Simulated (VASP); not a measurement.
# Al in VASP: single point with PBE

Aim: the single point of Al with PBE.

Everything below comes from runs of VASP 6.6.1. Logs are shortened: lines on timing, memory, paths and dates and some standing lists are left out, and cuts for length are marked.

### Step 1. The cell of the first run

The cell holds a slab with vacuum, 12 atoms: a = 5.714 Å, b = 5.714 Å, c = 20.666 Å, α = 90.00°, β = 90.00°, γ = 120.00°.

The slab is cut from a database's or a generator's crystal, which needn't be the stable form of the element.

### Step 2. Single point, PBE (clean slab, lower planes held)

File INCAR:

```
ALGO = Normal ; DIPOL = 0.5 0.5 0.499
EDIFF = 1E-6 ; ENCUT = 520
GGA = PE ; IDIPOL = 3
ISIF = 2 ; ISMEAR = 0
LASPH = T ; LCHARG = F
LDIPOL = T ; LREAL = F
LWAVE = F ; NBANDS = 30
NELM = 100 ; PREC = Accurate
SIGMA = 0.1
```

File KPOINTS:

```
k-points
0
Gamma
  4 4 1
```

File POSCAR:

```
Al
1.0
    5.7143027680      0.0000000000      0.0000000000
   -2.8571513840      4.9487313620      0.0000000000
    0.0000000000      0.0000000000     20.6657086725
Al
12
Direct
    0.3333333333      0.1666666667      0.3871147187
    0.3333333333      0.6666666667      0.3871147187
    0.8333333333      0.1666666667      0.3871147187
    0.8333333333      0.6666666667      0.3871147187
    0.6666666667      0.3333333333      0.4988365917
    0.6666666667      0.8333333333      0.4988365917
    0.1666666667      0.3333333333      0.4988365917
    0.1666666667      0.8333333333      0.4988365917
    0.0000000000      0.5000000000      0.6104840874
    0.0000000000      0.0000000000      0.6104840874
    0.5000000000      0.5000000000      0.6104840874
    0.5000000000      0.0000000000      0.6104840874
```

Potentials or basis: VASP PAW PBE potentials, release 64 (Al).

Command:

```
cat potpaw_PBE.64/Al/POTCAR > POTCAR
mpirun -np 1 vasp_std > vasp.out
```

OUTCAR:

```text
EDIFF = 1E-6
   ENCUT = 520
   GGA = PE
   ISIF = 2
   ISMEAR = 0
   LASPH = T
   LREAL = F
   NELM = 100
   PREC = Accurate

 ion  position               nearest neighbor table
   1  0.333  0.167  0.387-   7 2.84   8 2.84   5 2.84   4 2.86   2 2.86   2 2.86   4 2.86   3 2.86
                             3 2.86
   2  0.333  0.667  0.387-   8 2.84   7 2.84   6 2.84   3 2.86   1 2.86   1 2.86   3 2.86   4 2.86
                             4 2.86
   3  0.833  0.167  0.387-   5 2.84   6 2.84   7 2.84   4 2.86   2 2.86   4 2.86   2 2.86   1 2.86
                             1 2.86
   4  0.833  0.667  0.387-   6 2.84   5 2.84   8 2.84   3 2.86   1 2.86   3 2.86   1 2.86   2 2.86
                             2 2.86
   5  0.667  0.333  0.499-  12 2.84   9 2.84  11 2.84   3 2.84   4 2.84   1 2.84   8 2.86   6 2.86
                             6 2.86   8 2.86   7 2.86   7 2.86
   6  0.667  0.833  0.499-  11 2.84  10 2.84  12 2.84   4 2.84   3 2.84   2 2.84   7 2.86   5 2.86
                             5 2.86   7 2.86   8 2.86   8 2.86
   7  0.167  0.333  0.499-  10 2.84  11 2.84   9 2.84   1 2.84   2 2.84   3 2.84   8 2.86   6 2.86
                             8 2.86   6 2.86   5 2.86   5 2.86
   8  0.167  0.833  0.499-   9 2.84  12 2.84  10 2.84   2 2.84   1 2.84   4 2.84   7 2.86   5 2.86
                             7 2.86   5 2.86   6 2.86   6 2.86
   9  0.000  0.500  0.610-   8 2.84   5 2.84   7 2.84  10 2.86  12 2.86  10 2.86  12 2.86  11 2.86
[... 14 lines left out ...]
 A1 = (   5.7143027680,   0.0000000000,   0.0000000000)
 A2 = (  -2.8571513840,   4.9487313620,   0.0000000000)
 A3 = (   0.0000000000,   0.0000000000,  20.6657086725)

Analysis of symmetry for initial positions (statically):
=====================================================================
 Subroutine PRICEL returns following result:

  LATTYP: Found a hexagonal cell.
 ALAT       =     2.8571513840
 C/A-ratio  =     7.2329764493

  Lattice vectors:

 A1 = (   2.8571513840,   0.0000000000,   0.0000000000)
 A2 = (  -1.4285756920,   2.4743656810,   0.0000000000)
 A3 = (   0.0000000000,   0.0000000000,  20.6657086725)

   4 primitive cells build up your supercell.

 Routine SETGRP: Setting up the symmetry group for a
 hexagonal supercell.

 Subroutine GETGRP returns: Found  6 space group operations
 (whereof  6 operations were pure point group operations)
 out of a pool of 24 trial point group operations.

The static configuration has the point symmetry C_3v.

Analysis of symmetry for dynamics (positions and initial velocities):
=====================================================================
 Subroutine PRICEL returns following result:

  LATTYP: Found a hexagonal cell.
 ALAT       =     2.8571513840
 C/A-ratio  =     7.2329764493

  Lattice vectors:

 A1 = (   2.8571513840,   0.0000000000,   0.0000000000)
 A2 = (  -1.4285756920,   2.4743656810,   0.0000000000)
 A3 = (   0.0000000000,   0.0000000000,  20.6657086725)

   4 primitive cells build up your supercell.

 Routine SETGRP: Setting up the symmetry group for a
 hexagonal supercell.

 Subroutine GETGRP returns: Found  6 space group operations
 (whereof  6 operations were pure point group operations)
 out of a pool of 24 trial point group operations.

The dynamic configuration has the point symmetry C_3v.

 Subroutine INISYM returns: Found  6 space group operations
 (whereof  6 operations are pure point group operations),
 and found     4 'primitive' translations

----------------------------------------------------------------------------------------

                                     Primitive cell

  volume of cell :     146.0991

  direct lattice vectors                    reciprocal lattice vectors
     2.857151384  0.000000000  0.000000000     0.349998955  0.202071991  0.000000000
    -1.428575692  2.474365681  0.000000000     0.000000000  0.404143982  0.000000000
     0.000000000  0.000000000 20.665708672     0.000000000  0.000000000  0.048389340

  length of vectors
     2.857151384  2.857151384 20.665708672     0.404143982  0.404143982  0.048389340

  position of ions in fractional coordinates (direct lattice)
     0.666666667  0.333333333  0.387114719
     0.333333333  0.666666667  0.498836592
     0.000000000  0.000000000  0.610484087

  ion indices of the primitive-cell ions
   primitive index   ion index
                 1           1
                 2           7
                 3          12

----------------------------------------------------------------------------------------

 KPOINTS: k-points

Automatic generation of k-mesh.
 Grid dimensions read from file:
 generate k-points for:    4    4    1

 Generating k-lattice:

  Cartesian coordinates                     Fractional coordinates (reciprocal lattice)
     0.043749869  0.025258999  0.000000000     0.250000000  0.000000000  0.000000000
     0.000000000  0.050517998  0.000000000     0.000000000  0.250000000  0.000000000
     0.000000000  0.000000000  0.048389340     0.000000000  0.000000000  1.000000000

  Length of vectors
     0.050517998  0.050517998  0.048389340

  Shift w.r.t. Gamma in fractional coordinates (k-lattice)
     0.000000000  0.000000000  0.000000000

 Subroutine IBZKPT returns following result:
 ===========================================

 Found      4 irreducible k-points:

 Following reciprocal coordinates:
            Coordinates               Weight
  0.000000  0.000000  0.000000      1.000000
  0.250000  0.000000  0.000000      6.000000
  0.500000  0.000000  0.000000      3.000000
  0.250000  0.250000  0.000000      6.000000
   k-points           NKPTS =      4   k-points in BZ     NKDIM =      4   number of bands    NBANDS=     30
   number of dos      NEDOS =    301   number of ions     NIONS =     12
   total plane-waves  NPLWV = 282240
   dimension x,y,z NGX =    42 NGY =   42 NGZ =  160
   dimension x,y,z NGXF=    84 NGYF=   84 NGZF=  320
   ions per type =              12
   NGX,Y,Z   is equivalent  to a cutoff of  12.22, 12.22, 12.87 a.u.
   NGXF,Y,Z  is equivalent  to a cutoff of  24.44, 24.44, 25.74 a.u.
 SYSTEM =  unknown system
   PREC   = accura    normal or accurate (medium, high low for compatibility)
   ISTART =      0    job   : 0-new  1-cont  2-samecut
   ICHARG =      2    charge: 1-file 2-atom 10-const
   ISPIN  =      1    spin polarized calculation?
   LNONCOLLINEAR =      F non collinear calculations
   LSORBIT =      F    spin-orbit coupling
   LASPH  =      T    aspherical Exc in radial PAW
   ENCUT  =  520.0 eV  38.22 Ry    6.18 a.u.  10.62 10.62 38.42*2*pi/ulx,y,z
   NELM   =    100;   NELMIN=  2; NELMDL= -5     # of ELM steps
   EDIFF  = 0.1E-05   stopping-criterion for ELM
   LREAL  =      F    real-space projection
   EDIFFG = 0.1E-04   stopping-criterion for IOM
   NSW    =      0    number of steps for IOM
   IBRION =     -1    ionic relax: 0-MD 1-quasi-New 2-CG
   NFREE  =      0    steps in history (QN), initial steepest desc. (CG)
   ISIF   =      2    stress and relaxation
   ISYM   =      2    0-nonsym 1-usesym 2-fastsym
   POTIM  = 0.5000    time-step for ionic-motion
   TEBEG  =    0.0;   TEEND  =   0.0 temperature during run
   PSTRESS=    0.0 pullay stress
   NELECT =      36.0000    total number of electrons
   NUPDOWN=      -1.0000    fix difference up-down
   EMIN   =  10.00;   EMAX   =-10.00  energy-range for DOS
   EFERMI =   0.00;   METHOD = LEGACY
   ISMEAR =     0;   SIGMA  =   0.10  broadening in eV -4-tet -1-fermi 0-gaus
   EFERMI_NEDOS =   21; number of points for ismear=-14 and -15
   IALGO  =     38    algorithm
   IMIX   =      4    mixing-type and parameters
     AMIX     =   0.40;   BMIX     =  1.00
     AMIX_MAG =   1.60;   BMIX_MAG =  1.00
  volume/ion in A,a.u.               =      48.70       328.64
  Fermi-wavevector in a.u.,A,eV,Ry     =   0.646557  1.221815  5.687717  0.418035
  Thomas-Fermi vector in A             =   1.714578
   LORBIT       =      0    0 simple, 1 ext, 2 COOP (PROOUT), +10 PAW based schemes
   GGA     = PE    functional components
   LHFCALC =     F    Hartree Fock is set to
   AEXX    =    0.0000 exact exchange contribution
   IVDW    =     0    specifies the selected vdW correction
   LEPSILON=     F    determine dielectric tensor
   LRPA    =     F    only Hartree local field effects (RPA)
 non-spin polarized calculation
 Gauss-broadening in eV      SIGMA  =   0.10
  energy-cutoff  :      520.00
  volume of cell :      584.40
 maximum number of plane-waves:     15748
   NGX = 21   NGY = 21   NGZ = 77

 dipolmoment           0.000000      0.000000     -0.000010 electrons x Angstroem

 number of electron      36.0000001 magnetization

 dipolmoment           0.000000      0.000000      0.000108 electrons x Angstroem

 Free energy of the ion-electron system (eV)
  ---------------------------------------------------
  ext. energy  EPLUGINS =         0.00000000
  ---------------------------------------------------
  free energy    TOTEN  =       -42.33098525 eV

  energy without entropy =      -42.31154742  energy(sigma->0) =      -42.32126634

 E-fermi :   0.2035     XC(G=0):  -4.3062

 val. band max:       -0.0200784912   @ k =   0.0000   0.0000   0.0000
 cond. band min:       0.2339020505   @ k =   0.2500   0.0000   0.0000
 fundamental gap:      0.2539805417
 Fermi energy:         0.2034699928

 k-point     1 :       0.0000    0.0000    0.0000
  band No.  band energies     occupation
      1     -10.4100      2.00000
      2      -8.7433      2.00000
      3      -6.0343      2.00000
      4      -4.5292      2.00000
      5      -4.5292      2.00000
      6      -4.5291      2.00000
[... 121 lines left out ...]
     29       3.8426      0.00000
     30       3.8437      0.00000

------------------------ aborting loop because EDIFF is reached ----------------------------------------

 vacuum level on the upper side and lower side of the slab       (xc-potential included)        -0.088        -0.095

  FORCE on cell =-STRESS in cart. coord.  units (eV):
  Direction    XX          YY          ZZ          XY          YZ          ZX
  --------------------------------------------------------------------------------------
  -------------------------------------------------------------------------------------
  Total       -3.0322892     -3.0322892     -0.0152154      0.0000000     -0.0000000      0.0000000
  in kB       -8.3133060     -8.3133060     -0.0417144      0.0000000     -0.0000000      0.0000000
  external PRESSURE =      -5.5561088 kB  Pullay stress =       0.0000000 kB

 VOLUME and BASIS-vectors are now :
 -----------------------------------------------------------------------------
  energy-cutoff  :      520.00
  volume of cell :      584.40
      direct lattice vectors                 reciprocal lattice vectors
     5.714302768  0.000000000  0.000000000     0.174999478  0.101035996  0.000000000
    -2.857151384  4.948731362  0.000000000     0.000000000  0.202071991  0.000000000
     0.000000000  0.000000000 20.665708672     0.000000000  0.000000000  0.048389340

 POSITION                                       TOTAL-FORCE (eV/Angst)
 -----------------------------------------------------------------------------------
      1.42858      0.82479      8.00000         0.000000      0.000000      0.002292
     -0.00000      3.29915      8.00000         0.000000      0.000000      0.002292
      4.28573      0.82479      8.00000        -0.000000      0.000000      0.002292
      2.85715      3.29915      8.00000         0.000000     -0.000000      0.002292
      2.85715      1.64958     10.30881        -0.000000      0.000000     -0.003826
      1.42858      4.12394     10.30881        -0.000000     -0.000000     -0.003826
      0.00000      1.64958     10.30881        -0.000000      0.000000     -0.003826
     -1.42858      4.12394     10.30881        -0.000000     -0.000000     -0.003826
     -1.42858      2.47437     12.61609         0.000000     -0.000000      0.001534
      0.00000      0.00000     12.61609         0.000000     -0.000000      0.001534
      1.42858      2.47437     12.61609         0.000000     -0.000000      0.001534
      2.85715      0.00000     12.61609        -0.000000     -0.000000      0.001534
 -----------------------------------------------------------------------------------
    total drift:                                0.000000     -0.000000     -0.000020

  FREE ENERGIE OF THE ION-ELECTRON SYSTEM (eV)
  ---------------------------------------------------
  free  energy   TOTEN  =       -42.3309852511 eV

  energy  without entropy=      -42.3115474230  energy(sigma->0) =      -42.32126634

 vacuum level on the upper side and lower side of the slab         4.058         4.055
```

Wall time 91 s (1 thread of AMD EPYC 9R45 (Zen 5), shared host); peak memory 0.55 GiB.

What came out:

| Item | Value |
| --- | --- |
| Free energy | -42.3310 eV |
| Largest force | 0.004 eV/Å |
| Band gap on the k mesh | none (metal or under the smearing width) |

Forces on the atoms (eV/Å):
```
Al   0.000  0.000  0.002
Al   0.000  0.000  0.002
Al   0.000  0.000  0.002
Al   0.000  0.000  0.002
Al   0.000  0.000 -0.004
Al   0.000  0.000 -0.004
Al   0.000  0.000 -0.004
Al   0.000  0.000 -0.004
Al   0.000  0.000  0.002
Al   0.000  0.000  0.002
Al   0.000  0.000  0.002
Al   0.000  0.000  0.002
```
